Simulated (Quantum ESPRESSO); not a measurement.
**Te2Pt in Quantum ESPRESSO: the effect of functional**

Te2Pt:

```
Te Pt
1.0
     4.01800    0.00000    0.00000
    -2.00900    3.47969    0.00000
     0.00000    0.00000    5.21200
Te Pt
2 1
Direct
  0.33333 0.66667 0.25000
  0.66667 0.33333 0.75000
  0.00000 0.00000 0.00000
```

Alike in all runs:

* Program: Quantum ESPRESSO 7.5
* Task: single point
* Potentials or basis: PseudoDojo 0.4.1 SR PBEsol standard
* Cutoff: 1143 eV
* Density cutoff: 4572 eV
* k mesh: 6 × 6 × 4
* Occupations: gaussian, width 0.05 eV
* Spin: collinear spin, ferromagnetic start
* Starting moments: [0.0, 0.0, 4.0] μB
* Hubbard terms: Pt d U = 5 eV

Task: One run gave: pressure 0.5 GPa; largest force 0.53 eV/Å. Which functional did it use?
A. LDA
B. RPBE
C. revPBE
D. PBE
E. PBEsol

Result: A.

```tsv
functional	pressure (GPa)	largest force (eV/Å)
LDA	0.5	0.53
PBEsol	2.4	0.66
PBE	6.8	0.88
revPBE	8.2	0.93
RPBE	8.8	0.95
PW91	7.0	0.92
```

Caveats: the U is typed as a test and isn't derived for this compound; the potentials were made for another functional, which shifts forces and pressure (some runs).
